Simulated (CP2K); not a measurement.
Runs of CP2K 2026.2 on Au. The typed cell holds 1 atom: a = 2.930 Å, b = 2.886 Å, c = 2.882 Å, α = 57.93°, β = 64.48°, γ = 57.26°. This isn't the form of Au at room conditions, which is fcc.

```tsv
potentials or basis	basis sets	potentials	ADDED_MOS	gap on the mesh (eV)	pressure (GPa)
POTENTIAL_UZH Au GTH-PBE-q11; TZVP-MOLOPT-PBE-GTH basis	Au TZVP-MOLOPT-PBE-GTH-q11	Au GTH-PBE-q11 of POTENTIAL_UZH	[11]	none	(a)
POTENTIAL_UZH Au GTH-PBE-q11; DZVP-MOLOPT-PBE-GTH basis	Au DZVP-MOLOPT-PBE-GTH-q11	Au GTH-PBE-q11 of POTENTIAL_UZH	[11]	none	15.9
GTH_POTENTIALS Au GTH-PBE-q11; SZV-MOLOPT-SR-GTH basis	Au SZV-MOLOPT-SR-GTH-q11	Au GTH-PBE-q11 of GTH_POTENTIALS	[3]	none	22.2
GTH_POTENTIALS Au GTH-PBE-q11; DZVP-MOLOPT-SR-GTH basis	Au DZVP-MOLOPT-SR-GTH-q11	Au GTH-PBE-q11 of GTH_POTENTIALS	[11]	none	(b)
POTENTIAL_UZH Au GTH-PBE-q11; ccGRB-D basis	Au ccGRB-D-q11	Au GTH-PBE-q11 of POTENTIAL_UZH	[11]	none	22.0
```

Alike in all rows: task single point; level PBE; no spin polarisation; cell as given; k mesh 11 × 12 × 11; smearing fermi-dirac 0.05 eV.

**Question.** Fill in the values left out.

**Answer.** (a) 15.4; (b) 17.0.

Caveats: the basis of atomic orbitals isn't converged, which shifts pressures, moduli and gaps; a minimal basis gives rough bond lengths, pressures and levels (some runs).

A k mesh can miss the band edges, and the runs leave out spin-orbit coupling on Au.

A gap of «none» marks a metal or a gap under the smearing width.
